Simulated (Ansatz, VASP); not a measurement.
CoSi2: VASP beside Ansatz

```
Co Si
1.0
    -1.53327    1.53327    3.44013
     1.53327   -1.53327    3.44013
     1.53327    1.53327   -3.44013
Co Si
1 2
Direct
  0.00000 0.00000 0.00000
  0.33492 0.33492 0.00000
  0.66508 0.66508 0.00000
```

Alike in both runs: functional PBE; k mesh 15 × 15 × 15; occupations fermi-dirac, width 0.08 eV; no spin polarisation.

Ansatz relaxed the structure, and its values are those at the end. VASP's run is a single point on that final structure, the one shown.

|  | VASP | Ansatz |
| --- | --- | --- |
| version | VASP 6.6.1 | Ansatz 0.2.0 |
| potentials or method | VASP PAW PBE potentials, release 64 (Co, Si), cutoff 520 eV | all-electron LAPW, scalar-relativistic |

|  | VASP | Ansatz | Ansatz less VASP |
| --- | --- | --- | --- |
| pressure (GPa) | 23.9 | 24.0 | +0.09 |
| rms of the force components (eV/Å) | 0.003 | 0.001 | -0.0021 |

Ansatz ran all-electron here, so the differences hold the error of VASP's frozen core and of both bases.

Caveats: so large a pressure means that the cell lies far from this level's equilibrium, or that cutoff or potentials fall short (VASP). Spin polarisation is off, so any magnetic state and its effect on volume and gap are missing.
